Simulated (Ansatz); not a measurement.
## Relaxing an invented CuO structure

Level of theory: Ansatz, DFT PBE, scalar-relativistic, plane waves, PAW. Cutoff 420 eV, Gaussian smearing, Γ-centred meshes. Cell and atoms relax first on a coarse mesh and then on a finer one. In between, the cell is made exact in the group found at 0.06 Å. In metals the finer mesh still leaves noise of several meV/atom or more. The steps can't lower the symmetry of their start. Collinear spin, starting moments Cu 1.0 μB; they died out on the coarse mesh, so the last step has no spin.

Recipe of this trial structure of CuO: close-packed anion layers stacked A, repeated with a shift to B, with sites between them filled layer by layer (R-3m, No. 166) (elements of the layers in order: O). The dimensions are guesses.

Space group R-3m:H (No. 166). a = 2.927 Å, b = 2.927 Å, c = 7.233 Å, α = 90.00°, β = 90.00°, γ = 120.00°
```
atom  site  symmetry       x       y       z
  Cu    3b       -3m  0.6667  0.3333  0.8333
   O    3a       -3m  0.0000  0.0000  0.0000
```

Energies over the elements count from the elements' standard structures at the same level (O₂ as a molecule), with no fitted energy shifts.

Q: What does it relax into?

A: The symmetry goes from R-3m (No. 166) to Fm-3m (No. 225). The end has the rock salt type. The volume per atom grows by 6.8 %, from 8.9 to 9.6 Å³. The shortest distance goes from 2.08 Å (Cu–O) to 2.12 Å (Cu–O). Conventional cell: a = 4.244 Å. Around Cu lie 6 O at 2.12 Å; O is surrounded by 6 Cu at 2.12 Å.

```
CELL_PARAMETERS angstrom
0.00000 2.12205 2.12205
2.12205 0.00000 2.12205
2.12205 2.12205 0.00000
ATOMIC_POSITIONS crystal
Cu 0.50000 0.50000 0.50000
O 0.00000 0.00000 0.00000
```

Q: How does it come out in energy, and is it a metal?

A: The formation energy is −0.39 eV/atom and the gap on the 22×22×22 mesh of the 2-atom cell is 0 eV (a metal).

A negative formation energy is needed for stability but isn't enough: competing phases decide.

The last run used Gaussian smearing of 0.10 eV. In such compounds of Cu a zero gap at this level may well be an artefact, since no Hubbard U is applied. An odd number of electrons in the primitive cell allows no gap without spin; a larger cell or a magnetic state could open one. A structure relaxed within its symmetry needn't be a true minimum.
